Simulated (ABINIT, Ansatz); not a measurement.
This is a calculation of Co for ABINIT 10.8.3 (patched build). 

The input run.abi:

```
# Pseudopotentials
pp_dirpath "./"
pseudos "Co.GGA_PBE-JTH.xml"

# Structure
acell 3*1.0
rprim
     4.6714027971     0.0000000000     0.0000000000
    -2.3357013986     4.0455534936     0.0000000000
     0.0000000000     0.0000000000     7.5988610189
ntypat 1
znucl 27
natom 2
typat 1 1
xcart
     1.2359999517     0.7136049047     3.0158580600
    -0.0000000001     1.4272098096     1.0052860200 Angstrom

# Plane-wave basis
ecut 26.0
pawecutdg 48.0
pawxcdev 0

# k points
kptopt 1
ngkpt 12 12 7
nshiftk 1
shiftk 0.0 0.0 0.0

# Exchange and correlation
ixc -116133

# Bands and occupations
nband 22
occopt 3
tsmear 0.05 eV

# Spin
nsppol 2
spinat
     0.0000000000     0.0000000000     2.0000000000
     0.0000000000     0.0000000000     2.0000000000

# SCF cycle
nstep 100
tolvrs 1.0e-9

# Output
iomode 3
prtwf 0
prtden 0
prteig 0
prtebands 0
```

Potentials or basis: JTH PAW PBE v2.0.

Command:

```bash
$ abinit run.abi > log 2>&1
```

Q: Set up the same calculation for Ansatz 0.2.0. Potentials or basis there: Ansatz PAW, cutoff 420 eV.

A: As run (cutoffs and basis follow the program's own potentials, and thresholds, step limits or extra output files can differ):

Contents of input.yaml:

```yaml
crystal:
  lattice:
    - [2.4719999032, 0.0, 0.0]
    - [-1.2359999516, 2.1408147143, 0.0]
    - [0.0, 0.0, 4.02114408]
  atoms:
    - { symbol: Co, position: [0.6666666667, 0.3333333333, 0.75], spin: 2.0 }
    - { symbol: Co, position: [0.3333333333, 0.6666666667, 0.25], spin: 2.0 }
hamiltonian:
  xc: pbesol
  pseudopotentials: { kind: paw }
magnetization:
  spin_polarized: true
kpoints:
  mp_grid: { grid: [12, 12, 7] }
scf:
  occupations: { method: fermi_dirac, width: 0.05 }
output:
  forces: true
  stress: true
  eigenvalues: true
```

Potentials or basis: Ansatz PAW.

Launch:

```console
$ ansatz run input.yaml --threads 1 --pin off --max-ram 3584MiB --backend cpu --events-out ev --progress --plain --runs-dir out
```

Both were run:

|  | ABINIT | Ansatz |
| --- | --- | --- |
| Pressure | -4.8 GPa | -5.8 GPa |
| Net moment | 3.20 μB per cell | 3.20 μB per cell |

Ansatz's pressure holds a Pulay term of +0.21 GPa for its cutoff of 420 eV, which the other run lacks.

ABINIT's potentials were made for PBE. Ansatz's potentials were made for PBE.

Where Ansatz's input types no cutoff or centring, it takes its own default and a Γ-centred mesh.

The magnetic state is the one that the start led to; the real crystal's order can differ.

Pressure is positive in compression.
